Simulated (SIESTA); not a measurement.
# Ge under changes of volume

One of the cells (22.639 Å³/atom); the others are scaled copies at fixed shape and fractional positions:

```
Ge
1.0
     0.00000    2.82891    2.82891
     2.82891    0.00000    2.82891
     2.82891    2.82891    0.00000
Ge
2
Direct
  0.75000 0.75000 0.75000
  0.50000 0.50000 0.50000
```

```yaml
Program: SIESTA 5.4.2
Functional: RPBE
Potentials_or_basis: PseudoDojo 0.4 standard (PBE files)
Basis: DZP (energy shift 0.002 Ry)
Grid_cutoff: 800 Ry
Energy_shift: 0.002 Ry
k_mesh: 8 × 8 × 8
Occupations: fermi-dirac, width 0.05 eV
Spin: no spin polarisation
```

```csv
volume (Å³/atom),energy over the lowest point (meV/atom),pressure (GPa),gap on the mesh (eV)
21.281,160.56,15.1,0.46
21.733,121.47,12.5,0.38
22.186,?,?,?
22.639,60.34,9.4,0.13
23.092,36.08,7.8,none
23.545,15.84,6.4,none
23.997,0.00,5.0,none
```

Task: What does the run at 22.186 Å³/atom give?

Result: Energy over the lowest point 88.95 meV/atom; pressure 10.8 GPa; gap on the mesh 0.32 eV.

Worked out: A Birch-Murnaghan fit of order 3 (a polynomial in V^(-2/3)) to the other rows has no minimum within the range. It gives 88.40 meV/atom at 22.186 Å³/atom, against the run's 88.95, and -dE/dV = 10.9 GPa, against 10.8.

Energies are extrapolated to zero smearing.

Caveats: semicore shells carry a single zeta, which can move pressures by several GPa and volumes by a few percent; the potentials were made for another functional, which shifts forces and pressure; the basis of atomic orbitals isn't converged, which shifts pressures, moduli and gaps.

A mesh can miss the band edges. Spin-orbit coupling on Ge is left out.

A gap of «none» marks a metal or a gap under the smearing width.
